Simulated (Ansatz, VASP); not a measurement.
**Ag in VASP and in Ansatz**

```
Ag
1.0
     2.85810    0.00000    0.00000
     0.00000    2.85810    0.00000
     0.00000    0.00000    2.85810
Ag
1
Cartesian
  0.0000 0.0000 0.0000
```

Alike in both runs: task single point; functional BLYP; k mesh 13 × 13 × 13; occupations fermi-dirac, width 0.1 eV; no spin polarisation.

|  | VASP | Ansatz |
| --- | --- | --- |
| version | VASP 6.6.1 | Ansatz 0.2.0 |
| potentials or method | VASP PAW PBE potentials, release 64 (Ag) | plane waves (420 eV) with PAW, scalar-relativistic |
| plane-wave cutoff (eV) | 520 | 420 |
| valence electrons in the cell | 11 | 19 |

|  | VASP | Ansatz | Ansatz less VASP |
| --- | --- | --- | --- |
| pressure (GPa) | -1.8 | -1.9 | -0.07 |

The functional is the same, so the differences come from potentials, cutoffs and numerics. The two sets of potentials don't hold the same shells in valence.

Caveats: the PAW data sets were made with another functional, which shifts forces and pressure a little (VASP).
